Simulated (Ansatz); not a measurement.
# TiSe in Ansatz: convergence with ecutrho ratio

The system is TiSe.

```xyz
4
Lattice="4.1784 0.0000 0.0000 0.0000 4.1784 0.0000 0.0000 0.0000 5.9844" Properties=species:S:1:pos:R:3 pbc="T T T"
Se    0.0000    2.0892    4.5515
Se    2.0892    0.0000    1.4329
Ti    0.0000    0.0000    0.0000
Ti    2.0892    2.0892    0.0000
```

The cell comes from a database or a generator and needn't be the stable form of this composition.

* Program: Ansatz 0.2.0
* Task: convergence study
* Functional: r2SCAN
* Potentials or basis: JTH PAW
* Cutoff: 1230 eV
* Density cutoff: 4920 eV
* k mesh: 6 × 6 × 4
* Occupations: fermi-dirac, width 0.05 eV
* Spin: no spin polarisation

These are the settings of the first run; the series varies ecutrho ratio, with any setting tied to it.

Hardware: 2 threads of Arm Neoverse V1, with other jobs on the host.

```
ecutrho ratio  energy less the tightest run, at zero smearing (meV/atom)  SCF cycles  CPU time (s)  peak memory (GiB)
            4                                                      -0.01          10            37                1.3
            5                                                       0.00          10            41                1.6
            6                                                       0.00          10            45                2.1
            8                                                       0.00          10            54                  3
           10                                                       0.00          10            66                4.2
           12                                                       0.00          10            76                4.9
```

Against the tightest run, the energy stays within 1 meV/atom from 4 on. The tightest run that finished is the yardstick and may itself not be fully converged.
